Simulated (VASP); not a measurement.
# WC (Qusongite) (P-6m2) in VASP: further runs, part 2 of 2

VASP 6.6.1.

### 5 Relaxation of cell and atoms, PBE

Contents of INCAR:

```
SYSTEM = WC
ALGO = Normal
EDIFF = 1E-6
EDIFFG = -0.01
ENCUT = 580
GGA = PE
IBRION = 2
ISIF = 3
ISMEAR = -1
LASPH = .True.
LCHARG = .False.
LREAL = .False.
LWAVE = .False.
NELM = 100
NSW = 60
PREC = Accurate
SIGMA = 0.05
```

Contents of KPOINTS:

```
k-points
0
Gamma
  10 10 9
  0 0 0
```

Contents of POSCAR:

```
WC
1.0
    2.9065000000      0.0000000000      0.0000000000
   -1.4532500000      2.5171028361      0.0000000000
    0.0000000000      0.0000000000      2.8366000000
W C
1 1
Direct
    0.0000000000      0.0000000000      0.0000000000
    0.6666666667      0.3333333333      0.5000000000
```

Potentials or basis: VASP PAW PBE potentials, release 54 (W, C).

Started as:

```bash
> cat potpaw_PBE.54/W/POTCAR potpaw_PBE.54/C/POTCAR > POTCAR
> mpirun -np 1 vasp_std > vasp.out
```

OUTCAR:

```text
SYSTEM = WC
   EDIFF = 1E-6
   EDIFFG = -0.01
   ENCUT = 580
   GGA = PE
   IBRION = 2
   ISIF = 3
   ISMEAR = -1
   LASPH = .True.
   LREAL = .False.
   NELM = 100
   NSW = 60
   PREC = Accurate

 ion  position               nearest neighbor table
   1  0.000  0.000  0.000-   2 2.20   2 2.20   2 2.20   2 2.20   2 2.20   2 2.20
   2  0.667  0.333  0.500-   1 2.20   1 2.20   1 2.20   1 2.20   1 2.20   1 2.20

  LATTYP: Found a hexagonal cell.
 ALAT       =     2.9065000000
 C/A-ratio  =     0.9759504559

  Lattice vectors:

 A1 = (   2.9065000000,   0.0000000000,   0.0000000000)
 A2 = (  -1.4532500000,   2.5171028361,   0.0000000000)
 A3 = (   0.0000000000,   0.0000000000,   2.8366000000)

Analysis of symmetry for initial positions (statically):
=====================================================================
 Subroutine PRICEL returns:
 Original cell was already a primitive cell.

 Routine SETGRP: Setting up the symmetry group for a
 hexagonal supercell.

 Subroutine GETGRP returns: Found 12 space group operations
 (whereof 12 operations were pure point group operations)
 out of a pool of 24 trial point group operations.

The static configuration has the point symmetry D_3h.

Analysis of symmetry for dynamics (positions and initial velocities):
=====================================================================
 Subroutine PRICEL returns:
 Original cell was already a primitive cell.

 Routine SETGRP: Setting up the symmetry group for a
 hexagonal supercell.

 Subroutine GETGRP returns: Found 12 space group operations
 (whereof 12 operations were pure point group operations)
 out of a pool of 24 trial point group operations.

The dynamic configuration has the point symmetry D_3h.

 Subroutine INISYM returns: Found 12 space group operations
 (whereof 12 operations are pure point group operations),
 and found     1 'primitive' translations

----------------------------------------------------------------------------------------

                                     Primitive cell

  volume of cell :      20.7525

  direct lattice vectors                    reciprocal lattice vectors
     2.906500000  0.000000000  0.000000000     0.344056425  0.198641070  0.000000000
    -1.453250000  2.517102836  0.000000000     0.000000000  0.397282139  0.000000000
     0.000000000  0.000000000  2.836600000     0.000000000  0.000000000  0.352534725

  length of vectors
     2.906500000  2.906500000  2.836600000     0.397282139  0.397282139  0.352534725

  position of ions in fractional coordinates (direct lattice)
     0.000000000  0.000000000  0.000000000
     0.666666667  0.333333333  0.500000000

  ion indices of the primitive-cell ions
   primitive index   ion index
                 1           1
                 2           2

----------------------------------------------------------------------------------------

 KPOINTS: k-points

Automatic generation of k-mesh.
 Grid dimensions read from file:
 generate k-points for:   10   10    9

[... 44 lines left out ...]
 [... further k-points ...]
   k-points           NKPTS =     70   k-points in BZ     NKDIM =     70   number of bands    NBANDS=      9
   number of dos      NEDOS =    301   number of ions     NIONS =      2
   total plane-waves  NPLWV =  13824
   dimension x,y,z NGX =    24 NGY =   24 NGZ =   24
   dimension x,y,z NGXF=    48 NGYF=   48 NGZF=   48
   ions per type =               1   1
   NGX,Y,Z   is equivalent  to a cutoff of  13.73, 13.73, 14.07 a.u.
   NGXF,Y,Z  is equivalent  to a cutoff of  27.46, 27.46, 28.13 a.u.
 SYSTEM =  WC
   PREC   = accura    normal or accurate (medium, high low for compatibility)
   ISTART =      0    job   : 0-new  1-cont  2-samecut
   ICHARG =      2    charge: 1-file 2-atom 10-const
   ISPIN  =      1    spin polarized calculation?
   LNONCOLLINEAR =      F non collinear calculations
   LSORBIT =      F    spin-orbit coupling
   LASPH  =      T    aspherical Exc in radial PAW
   ENCUT  =  580.0 eV  42.63 Ry    6.53 a.u.   5.71  5.71  5.57*2*pi/ulx,y,z
   NELM   =    100;   NELMIN=  2; NELMDL= -5     # of ELM steps
   EDIFF  = 0.1E-05   stopping-criterion for ELM
   LREAL  =      F    real-space projection
   EDIFFG = -.1E-01   stopping-criterion for IOM
   NSW    =     60    number of steps for IOM
   IBRION =      2    ionic relax: 0-MD 1-quasi-New 2-CG
   NFREE  =      1    steps in history (QN), initial steepest desc. (CG)
   ISIF   =      3    stress and relaxation
   ISYM   =      2    0-nonsym 1-usesym 2-fastsym
   POTIM  = 0.5000    time-step for ionic-motion
   TEBEG  =    0.0;   TEEND  =   0.0 temperature during run
   PSTRESS=    0.0 pullay stress
   NELECT =      10.0000    total number of electrons
   NUPDOWN=      -1.0000    fix difference up-down
   EMIN   =  10.00;   EMAX   =-10.00  energy-range for DOS
   EFERMI =   0.00;   METHOD = LEGACY
   ISMEAR =    -1;   SIGMA  =   0.05  broadening in eV -4-tet -1-fermi 0-gaus
   EFERMI_NEDOS =   21; number of points for ismear=-14 and -15
   IALGO  =     38    algorithm
   IMIX   =      4    mixing-type and parameters
     AMIX     =   0.40;   BMIX     =  1.00
     AMIX_MAG =   1.60;   BMIX_MAG =  1.00
  volume/ion in A,a.u.               =      10.38        70.02
  Fermi-wavevector in a.u.,A,eV,Ry     =   1.283468  2.425403 22.412742  1.647290
  Thomas-Fermi vector in A             =   2.415719
   LORBIT       =      0    0 simple, 1 ext, 2 COOP (PROOUT), +10 PAW based schemes
   GGA     = PE    functional components
   LHFCALC =     F    Hartree Fock is set to
   AEXX    =    0.0000 exact exchange contribution
   IVDW    =     0    specifies the selected vdW correction
   LEPSILON=     F    determine dielectric tensor
   LRPA    =     F    only Hartree local field effects (RPA)
 conjugate gradient relaxation of ions
 non-spin polarized calculation
  energy-cutoff  :      580.00
  volume of cell :       20.75
 maximum number of plane-waves:       674
 NGX is ok and might be reduce to    24
   NGX = 11   NGY = 11   NGZ = 11

--------------------------------------- Ionic step        1  -------------------------------------------

 number of electron      10.0000000 magnetization

 Free energy of the ion-electron system (eV)
  ---------------------------------------------------
  ext. energy  EPLUGINS =         0.00000000
  ---------------------------------------------------
  free energy    TOTEN  =       -22.52408851 eV

  energy without entropy =      -22.52238208  energy(sigma->0) =      -22.52323530

------------------------ aborting loop because EDIFF is reached ----------------------------------------

  FORCE on cell =-STRESS in cart. coord.  units (eV):
  Direction    XX          YY          ZZ          XY          YZ          ZX
  --------------------------------------------------------------------------------------
  -------------------------------------------------------------------------------------
  Total        0.6177500      0.6177500      0.5411620      0.0000000     -0.0000000      0.0000000
  in kB       47.6929273     47.6929273     41.7800081      0.0000000     -0.0000000      0.0000000
  external PRESSURE =      45.7219542 kB  Pullay stress =       0.0000000 kB
[... 167 lines left out ...]
--------------------------------------- Ionic step        6  -------------------------------------------

 number of electron      10.0000000 magnetization

 Free energy of the ion-electron system (eV)
  ---------------------------------------------------
  ext. energy  EPLUGINS =         0.00000000
  ---------------------------------------------------
  free energy    TOTEN  =       -22.52744328 eV

  energy without entropy =      -22.52573326  energy(sigma->0) =      -22.52658827

 E-fermi :   8.1709     XC(G=0): -13.3614

 val. band max:        8.1705841848   @ k =   0.1000   0.0000   0.3333
 cond. band min:       8.2299733042   @ k =   0.4000   0.2000   0.0000
 fundamental gap:      0.0593891194
 Fermi energy:         8.1708969827

 k-point     1 :       0.0000    0.0000    0.0000
  band No.  band energies     occupation
      1      -6.1742      2.00000
      2       3.9313      2.00000
      3       4.8810      2.00000
      4       4.8810      2.00000
      5       8.3236      0.09006
      6      11.3167      0.00000
      7      11.3167      0.00000
      8      13.7661      0.00000
      9      13.7661      0.00000
[... 265 lines left out ...]
 k-point    24 :       0.4000    0.1000    0.1111
  band No.  band energies     occupation
      1      -2.8476      2.00000
      2       1.3401      2.00000
      3       4.0289      2.00000
      4       5.4893      2.00000
      5       6.9274      2.00000
      6      10.7813      0.00000
      7      12.1467      0.00000
      8      13.0148      0.00000
      9      15.1492      0.00000

 [... further k-points ...]
[... 5 lines left out ...]
  --------------------------------------------------------------------------------------
  -------------------------------------------------------------------------------------
  Total        0.0078324      0.0078324      0.0077387     -0.0000000     -0.0000000      0.0000000
  in kB        0.5979819      0.5979819      0.5908213     -0.0000000     -0.0000000      0.0000000
  external PRESSURE =       0.5955950 kB  Pullay stress =       0.0000000 kB
[... 17 lines left out ...]
  FREE ENERGIE OF THE ION-ELECTRON SYSTEM (eV)
  ---------------------------------------------------
  free  energy   TOTEN  =       -22.5274432819 eV

  energy  without entropy=      -22.5257332600  energy(sigma->0) =      -22.52658827

 reached required accuracy - stopping structural energy minimisation
```

CONTCAR:

```text
WC
   1.00000000000000
     2.9191176846125662   -0.0000000000000000    0.0000000000000000
    -1.4595588423062831    2.5280300715114294   -0.0000000000000000
     0.0000000000000000   -0.0000000000000000    2.8437169462177572
  W               C
     1     1
Direct
     0.0000000000000000    0.0000000000000000    0.0000000000000000
     0.6666666667000030    0.3333333332999970    0.5000000000000000

  0.00000000E+00  0.00000000E+00  0.00000000E+00
  0.00000000E+00  0.00000000E+00  0.00000000E+00
```

It took 15 s on 1 thread of Intel Xeon 6975P-C (Granite Rapids), shared host; peak memory 0.16 GiB.

What came out:

```
Free energy                            : -22.5274 eV
Relaxed volume                         : 10.49 Å³/atom
Relaxed cell                           : a = 2.919 Å, b = 2.919 Å, c = 2.844 Å, α = 90.00°, β = 90.00°, γ = 120.00°
Space group after relaxing (to 0.05 Å) : P-6m2 (No. 187)
Energy gained by relaxing              : 1.7 meV/atom
Ionic steps                            : 6
Pressure after relaxing                : 0.1 GPa
Band gap on the k mesh                 : none (metal or under the smearing width)
```

The path:
```tsv
step	energy change (eV)	largest force (eV/Å)	pressure (GPa)	volume (Å³)
1	0.0000	0.0000	4.57	20.75
2	0.0218	0.0000	-11.71	21.65
3	-0.0033	0.0000	-0.06	20.99
4	-0.0033	0.0000	0.01	20.98
5	-0.0033	0.0000	0.09	20.99
6	-0.0034	0.0000	0.06	20.99
```

Final structure:
```xyz
2
Lattice="2.9191 0.0000 0.0000 -1.4596 2.5280 0.0000 0.0000 0.0000 2.8437" Properties=species:S:1:pos:R:3 pbc="T T T"
W     0.0000    0.0000    0.0000
C     1.4596    0.8427    1.4219
```

Levels at points of the mesh, in eV from the Fermi level:
```
           k point  band 2  band 3  band 4  band 5  band 6  band 7  band 8  band 9
(0.00, 0.00, 0.00)   -4.24   -3.29   -3.29    0.15    3.15    3.15    5.60    5.60
(0.50, 0.00, 0.00)   -7.00   -3.53   -3.51   -0.43    2.28    4.42    4.76    6.86
```

Spin-orbit coupling is left out, which matters for the levels of W. PBE usually gives volumes a little too large and moduli too small.

### 6 Single point, PBE

Contents of INCAR:

```
PREC = Accurate ; ENCUT = 520
EDIFF = 1E-7 ; ISMEAR = 0
SIGMA = 0.03 ; LREAL = F
LASPH = T ; NELM = 100
ALGO = Normal ; ISIF = 2
LWAVE = F ; LCHARG = F
GGA = PE ; NBANDS = 16
```

Contents of KPOINTS:

```
Automatic mesh
0
Gamma
  10 10 9
```

POSCAR is that of step 5.

Potentials or basis: VASP PAW PBE potentials, release 64 (W_sv, C).

Started as:

```bash
> cat potpaw_PBE.64/W_sv/POTCAR potpaw_PBE.64/C/POTCAR > POTCAR
> mpirun -np 1 vasp_std > vasp.out
```

OUTCAR:

```text
PREC = Accurate
   ENCUT = 520
   EDIFF = 1E-7
   ISMEAR = 0
   LREAL = F
   LASPH = T
   NELM = 100
   ISIF = 2
   GGA = PE

 ion  position               nearest neighbor table
   1  0.000  0.000  0.000-   2 2.20   2 2.20   2 2.20   2 2.20   2 2.20   2 2.20
   2  0.667  0.333  0.500-   1 2.20   1 2.20   1 2.20   1 2.20   1 2.20   1 2.20

  LATTYP: Found a hexagonal cell.
 ALAT       =     2.9065000000
 C/A-ratio  =     0.9759504559

  Lattice vectors:

 A1 = (   2.9065000000,   0.0000000000,   0.0000000000)
 A2 = (  -1.4532500000,   2.5171028361,   0.0000000000)
 A3 = (   0.0000000000,   0.0000000000,   2.8366000000)

Analysis of symmetry for initial positions (statically):
=====================================================================
 Subroutine PRICEL returns:
 Original cell was already a primitive cell.

 Routine SETGRP: Setting up the symmetry group for a
 hexagonal supercell.

[... 157 lines left out ...]
 number of electron      18.0000000 magnetization

 Free energy of the ion-electron system (eV)
  ---------------------------------------------------
  ext. energy  EPLUGINS =         0.00000000
  ---------------------------------------------------
  free energy    TOTEN  =       -22.44535948 eV

  energy without entropy =      -22.44504058  energy(sigma->0) =      -22.44520003

 E-fermi :  11.0904     XC(G=0): -13.8001

 val. band max:       10.9904292306   @ k =   0.0000   0.0000   0.3333
 cond. band min:      11.0933924494   @ k =   0.1000   0.0000   0.3333
 fundamental gap:      0.1029632188
 Fermi energy:        11.0903793888

 k-point     1 :       0.0000    0.0000    0.0000
  band No.  band energies     occupation
      1     -62.9202      2.00000
      2     -26.9045      2.00000
      3     -26.7978      2.00000
      4     -26.7978      2.00000
      5      -3.3755      2.00000
      6       6.7670      2.00000
[... 433 lines left out ...]
      3     -27.0241      2.00000
      4     -26.8764      2.00000
      5       0.0596      2.00000
      6       4.1815      2.00000
[... 8 lines left out ...]
     15      24.4777      0.00000
     16      28.5260      0.00000

 [... further k-points ...]
[... 5 lines left out ...]
  --------------------------------------------------------------------------------------
  -------------------------------------------------------------------------------------
  Total        0.8997544      0.8997544      0.8139830      0.0000000     -0.0000000      0.0000000
  in kB       69.4648581     69.4648581     62.8429462      0.0000000     -0.0000000      0.0000000
  external PRESSURE =      67.2575541 kB  Pullay stress =       0.0000000 kB

 VOLUME and BASIS-vectors are now :
 -----------------------------------------------------------------------------
  energy-cutoff  :      520.00
  volume of cell :       20.75
      direct lattice vectors                 reciprocal lattice vectors
     2.906500000  0.000000000  0.000000000     0.344056425  0.198641070  0.000000000
    -1.453250000  2.517102836  0.000000000     0.000000000  0.397282139  0.000000000
     0.000000000  0.000000000  2.836600000     0.000000000  0.000000000  0.352534725

 POSITION                                       TOTAL-FORCE (eV/Angst)
 -----------------------------------------------------------------------------------
      0.00000      0.00000      0.00000        -0.000000      0.000000      0.000000
      1.45325      0.83903      1.41830         0.000000     -0.000000      0.000000
 -----------------------------------------------------------------------------------
    total drift:                                0.000000     -0.000000      0.000000

  FREE ENERGIE OF THE ION-ELECTRON SYSTEM (eV)
  ---------------------------------------------------
  free  energy   TOTEN  =       -22.4453594756 eV

  energy  without entropy=      -22.4450405821  energy(sigma->0) =      -22.44520003
```

It took 8.2 s on 1 thread of Intel Xeon 6975P-C (Granite Rapids), shared host; peak memory 0.15 GiB.

What came out:

```
Free energy            : -22.4454 eV
Pressure               : 6.7 GPa
Band gap on the k mesh : none (metal or under the smearing width)
```

Levels at points of the mesh, in eV from the Fermi level:
```
           k point  band 7  band 8  band 9  band 10  band 11  band 12
(0.00, 0.00, 0.00)   -3.34   -3.34    0.07     3.22     3.22     5.61
(0.50, 0.00, 0.00)   -3.63   -3.58   -0.49     2.34     4.53     4.88
```

The run has no spin-orbit coupling, so splittings on W are missing.

### 7 The runs side by side

```tsv
task	potentials or basis	cell	cutoff (eV)	smearing	gap on the mesh (eV)	pressure (GPa)	relaxed volume (Å³/atom)
relaxation of cell and atoms	VASP PAW PBE potentials, release 64 (W_sv, C_h)	relaxed	980	fermi-dirac 0.05 eV	none	0.1	10.55
relaxation of cell and atoms	VASP PAW PBE potentials, release 64 (W_sv, C_s)	relaxed	480	fermi-dirac 0.05 eV	none	0.0	10.55
relaxation of cell and atoms	VASP PAW PBE potentials, release 54 (W_sv, C)	relaxed	600	fermi-dirac 0.05 eV	none	0.1	10.55
relaxation of cell and atoms	VASP PAW PBE potentials, release 54 (W, C)	relaxed	580	fermi-dirac 0.05 eV	none	0.1	10.49
single point	VASP PAW PBE potentials, release 64 (W_sv, C)	as given	520	gaussian 0.03 eV	none	6.7	-
```

Alike in all rows: level PBE; no spin polarisation; k mesh 10 × 10 × 9.

Absolute energies hang on the potentials; compare differences alone.
